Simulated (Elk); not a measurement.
An Elk run on Fe with settings drawn from a wide range, so not all are converged; totals and levels move with the basis, and no second program has checked them. Theory: DFT, Wu-Cohen GGA, all-electron APW+lo, Dirac cores, scalar-relativistic bands (Elk 11.2.3 with local patches). Elk's input is in atomic units.

Command: `OMP_NUM_THREADS=1 elk` The run took 0.01 s on 1 thread of AMD EPYC 9R45 96-Core Processor (Zen 5), with other jobs on the host, peak memory 0.03 GiB.

```
tasks
  0
  110
  115
  15

xctype
  26

rgkmax
  7.5

gmaxvr
  12

lmaxapw
  9

lmaxo
  5

lmaxi
  4

nrmtscf
  1.5

nempty
  4

epspot
  1e-06

epsengy
  1e-05

maxscl
  100

swidth
  0.0005

stype
  1

lradstp
  4

mixtype
  1

hmaxvr
  6

reducebf
  0.5

spinpol
  .true.

tforce
  .true.

spincore
  .true.

sppath
  './'

avec
  0.00000000000 3.76470652616 3.81000824410
  2.90522245706 0.00000000000 3.81000824410
  2.90522245706 3.76470652616 0.00000000000

atoms
  1
  'Fe.in'
  1
  0.000000000000 0.000000000000 0.000000000000   0.000 0.000 -0.200

ngridk
  13 13 13
```

Muffin-tin radii in the species files: Fe 2.13 bohr.

The cell is the one relaxed in the Materials Project (mp-1271068), not relaxed further here; entries there can be hypothetical. The listed cell was then made from it by scaling, straining or moving an atom.

Problem. What does the run give?

Solution. It refused before any iteration.
```
Error(init0): requested spin-polarised run with spin-unpolarised
 exchange-correlation functional
```
